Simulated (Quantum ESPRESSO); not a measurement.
CsPbBr3:

```xyz
5
Lattice="5.8700 0.0000 0.0000 0.0000 5.8700 0.0000 0.0000 0.0000 5.8700" Properties=species:S:1:pos:R:3 pbc="T T T"
Pb    2.9350    2.9350    2.9350
Cs    0.0000    0.0000    0.0000
Br    2.9350    2.9350    0.0000
Br    2.9350    0.0000    2.9350
Br    0.0000    2.9350    2.9350
```

Measurements of this composition are mostly on another form, of space group No. 62.

Base run:

| Item | Value |
| --- | --- |
| Program | Quantum ESPRESSO 7.5 |
| Functional | BLYP |
| Potentials or basis | PseudoDojo 0.4.1 SR PBE standard |
| Cutoff | 762 eV |
| Density cutoff | 3048 eV |
| k mesh | 4 × 4 × 4, shifted |
| Occupations | fermi-dirac, width 0.05 eV |
| Spin | no spin polarisation |

Its results: pressure 2.8 GPa; electronic dielectric tensor (diagonal) 3.80.

**Question.** After a change of settings the same cell gave: pressure -1.3 GPa; electronic dielectric tensor (diagonal) 3.93. Which change was it?
A. functional from BLYP to PBEsol; potentials or basis from PseudoDojo 0.4.1 SR PBE standard to PseudoDojo 0.4.1 SR PBEsol standard
B. functional from BLYP to WC
C. functional from BLYP to LDA; potentials or basis from PseudoDojo 0.4.1 SR PBE standard to PseudoDojo 0.4.1 SR LDA standard

**Answer.** C.

Caveats: the potentials were made for another functional, which shifts forces and pressure (some runs).

Runs at the PBE level aren't shown here.
